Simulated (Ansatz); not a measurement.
# 1T-MgI2 bilayer (AA) in a perpendicular field, part 3 of 3

Aim: how the 1T-MgI2 bilayer (AA) screens a field along its normal, and what the field does to its bands. A positive field points along +c.

Ansatz 0.2.0; plane-wave DFT, PBE-D3(BJ), Ansatz PAW.

So far, gap on the k-mesh (eV): step 2 (relaxation) 3.60; step 3 (band structure, smearing width 0.02585 eV, field 0) 3.60; step 4 (band structure, smearing width 0.02585 eV, field 0.1 V/Å) 3.47; step 5 (band structure, smearing width 0.02585 eV, field -0.1 V/Å) 3.47; step 6 (band structure, smearing width 0.02585 eV, field 0.2 V/Å) 3.29.

## 7. Atoms held, field 0.3 V/Å

File input.yaml:

```yaml
crystal:
  lattice:
    - [4.1275515724, 0.0, 0.0]
    - [-2.0637757862, 3.5745645171, 0.0]
    - [0.0, 0.0, 28.2126749509]
  atoms:
    - { symbol: I, position: [0.6666666667, 0.3333333333, 0.3190055539] }
    - { symbol: Mg, position: [0.0, 0.0, 0.3786113137] }
    - { symbol: I, position: [0.3333333333, 0.6666666667, 0.4380904179] }
    - { symbol: I, position: [0.6666666667, 0.3333333333, 0.5619095821] }
    - { symbol: Mg, position: [0.0, 0.0, 0.6213886863] }
    - { symbol: I, position: [0.3333333333, 0.6666666667, 0.6809944461] }
kpoints:
  mp_grid: { grid: [12, 12, 1] }
  band_path:
    path: [[0, 0, 0], [0.5, 0, 0], [0.33333333, 0.33333333, 0], [0, 0, 0]]
    npoints: 16
hamiltonian:
  xc: pbe
  dispersion: d3bj
scf:
  occupations: { method: fermi_dirac, width: 0.02585 }
  convergence: { dr2_threshold: 1.0e-10 }
efield:
  axis: 3
  dipole_correction: true
  ramp_position: 0.9652
  ramp_width: 0.0696
  amplitude: 0.3
output:
  write_potential: true
  write_density: true
  volumetric_format: npy
```

Started as:

```
> ansatz run input.yaml --threads 4 --pin off --max-ram 8192MiB --backend cpu --events-out ev --progress --plain --runs-dir out
```

Numbers of over 12 decimals in the logs are rounded to 6 here.

Output:

```text
[...]
Crystal: 6 atoms, lattice volume = 416.255 Å³
Basis set: ecut = 420 eV, 8063 PW (Γ)
Bands: 53, of which v1, the nominal top of the filled ones, is band 44 counted from 1 (43 counted from 0)
Symmetry: 6 space group operations
k-points: 19 of 144 (time reversal used)
[...]
k-point 0: bands = [... 40 lower, -0.8867, -0.8867, -0.5571, -0.5571, 2.9751, 3.6889, 3.9107, 3.9914, ... 5 higher]
  k-point 1: bands = [... 40 lower, -1.0221, -0.9658, -0.7897, -0.5797, 3.2328, 3.9104, 4.0820, 4.1937, ... 5 higher]
  k-point 2: bands = [... 40 lower, -1.2374, -1.1319, -1.0067, -0.6612, 3.6264, 4.1099, 4.2279, 4.6234, ... 5 higher]
  k-point 18: bands = [... 40 lower, -2.0174, -1.9222, -1.4067, -1.3009, 3.2177, 3.9169, 5.0887, 5.2110, ... 5 higher]
[key lines of the parts left out:]
SCF converged after 12 iterations
Free energy (F): -33907.249696 eV
Fermi energy:    1.004122 eV
Dipole field:    D = 0.110468 V/Å  (p = 0.254117 e·Å, saw-weighted, corrected)
```

The job ended after 28 s (4 threads of Intel Xeon at 2.70GHz, shared host; peak memory 1.1 GiB).

The dipole is 0.254 e·Å, and the gap 3.112 eV.

## 8. Response, atoms held

This step: plane-wave DFT, PBE-D3(BJ), Ansatz PAW; response to a field along the normal, atoms held (Ansatz 0.2.0).

The dipoles give the slope, and the difference of two potentials shows where the field is screened.

This step gave:

```yaml
equivalent_conductor_thickness_p_eps_0ae: 10.38 Å
distance_between_the_outer_atoms: 10.21 Å
```

The dipole of the cell by applied field:

| applied field (V/Å) | dipole of the cell (e·Å) |
| --- | --- |
| -0.100 | -0.0847 |
| 0.000 | -9.3e-6 |
| 0.100 | 0.0847 |
| 0.200 | 0.169 |
| 0.300 | 0.254 |

Local field over the applied field, running mean. From the potentials at -0.1 and 0.1 V/Å; running mean over 2.8 Å. Table of local field over applied field by z:

z (Å), local field over applied field and a bar from the least value:
```
      4.5      0.998 ##############################
      5.0      0.994 ##############################
      5.5      0.982 #############################
      6.0      0.951 ############################
      6.5      0.879 ##########################
      7.0      0.757 #####################
      7.5      0.606 ################
      8.0      0.444 ##########
      8.5      0.298 ####
      9.0      0.204 #
      9.5      0.177 
     10.0      0.180 
     10.5      0.180 
     11.0      0.180 
     11.5      0.180 
     12.0      0.180 
     12.5      0.213 #
     13.0      0.288 ####
     13.5      0.360 #######
     14.0      0.392 ########
     14.5      0.379 #######
     15.0      0.323 #####
     15.5      0.242 ##
     16.0      0.188 
     16.5      0.178 
     17.0      0.181 
     17.5      0.180 
     18.0      0.180 
     18.5      0.177 
     19.0      0.185 
     19.5      0.250 ###
     20.0      0.378 #######
     20.5      0.536 #############
     21.0      0.695 ###################
     21.5      0.833 ########################
     22.0      0.926 ###########################
     22.5      0.972 #############################
     23.0      0.990 ##############################
     23.5      0.997 ##############################
     24.0      0.999 ##############################
```

Electrons, planar mean, per unit field. The induced electron density by z:

| z (Å) | induced electron density (e/Å³ per V/Å) |
| --- | --- |
| 4.5 | 5.8e-6 |
| 5.0 | 1.9e-5 |
| 5.5 | 6.3e-5 |
| 6.0 | 1.9e-4 |
| 6.5 | 5.4e-4 |
| 7.0 | 0.00137 |
| 7.5 | 0.00281 |
| 8.0 | 0.00332 |
| 8.5 | 0.00144 |
| 9.0 | 7.5e-4 |
| 9.5 | -3.9e-4 |
| 10.0 | -0.00208 |
| 10.5 | -8.4e-4 |
| 11.0 | 0.00149 |
| 11.5 | 0.00165 |
| 12.0 | 2.5e-4 |
| 12.5 | -0.00121 |
| 13.0 | -0.00185 |
| 13.5 | -0.00269 |
| 14.0 | -5.9e-4 |
| 14.5 | 0.00201 |
| 15.0 | 0.00257 |
| 15.5 | 0.00139 |
| 16.0 | 1.9e-4 |
| 16.5 | -8.1e-4 |
| 17.0 | -0.00206 |
| 17.5 | -1.5e-4 |
| 18.0 | 0.00198 |
| 18.5 | 0.00104 |
| 19.0 | -1.4e-5 |
| 19.5 | -0.00131 |
| 20.0 | -0.00257 |
| 20.5 | -0.00333 |
| 21.0 | -0.00193 |
| 21.5 | -8.2e-4 |
| 22.0 | -3.0e-4 |
| 22.5 | -1.0e-4 |
| 23.0 | -3.3e-5 |
| 23.5 | -9.7e-6 |
| 24.0 | -2.9e-6 |

The smaller of the gaps on the path and on the k-mesh, counted as 0 under 0.03 eV; in a wide-gap layer a fall can come from a state in the tilted vacuum. Table of gap by applied field:

| applied field (V/Å) | gap (eV) |
| --- | --- |
| -0.100 | 3.47 |
| 0.000 | 3.60 |
| 0.100 | 3.47 |
| 0.200 | 3.29 |
| 0.300 | 3.11 |

By hand: between -0.1 and 0.1 V/Å the dipole changes by 0.1693 e·Å, a slope of 0.8467 e·Å²/V. A perfect conductor of thickness t has p = ε₀AEt, so t = 180.95 × 0.8467 / 14.754 = 10.38 Å (e/ε₀ = 180.95 V·Å, A in Å²).

The induced dipole is that of a conductor 10.38 Å thick.

## 9. What came out

```yaml
gap_without_field: 3.60 eV
ionisation_energy_upper_face: 6.33 eV
electron_affinity_upper_face: 2.73 eV
equivalent_conductor_thickness_atoms_held: 10.4 Å
```

**Reading.** The induced dipole equals that of a perfect conductor 10.38 Å thick, while the outer atoms lie 10.21 Å apart; an out-of-plane ε follows only once a thickness t is chosen, by 1 − 1/ε = 10.38 Å / t. The gap goes from 3.60 eV to 3.11 eV at 0.3 V/Å. In a field the lowest empty level of a wide-gap layer can be a state in the vacuum, whose place depends on the cell. With the field reversed the gap is 3.47 eV at -0.1 V/Å. Semilocal functionals give gaps that are too small, and excitons are not included. Spin-orbit coupling is left out, which matters for the bands of elements this heavy.

[Logs are printed without paths, hosts, clocks, repeated set-up lines and the standing remarks that a program may print on its own settings, such as how far it seeks lower states.]

[Hosts, paths, dates, database ids (printed as entryN), source tags and the programs' standing remarks are cut or masked in the printed files.]

[Maps of the electrostatic potential energy from Ansatz leave out the sawtooth potential of an applied field or a dipole correction, so their vacuum need not be flat; planar profiles and work functions include it.]
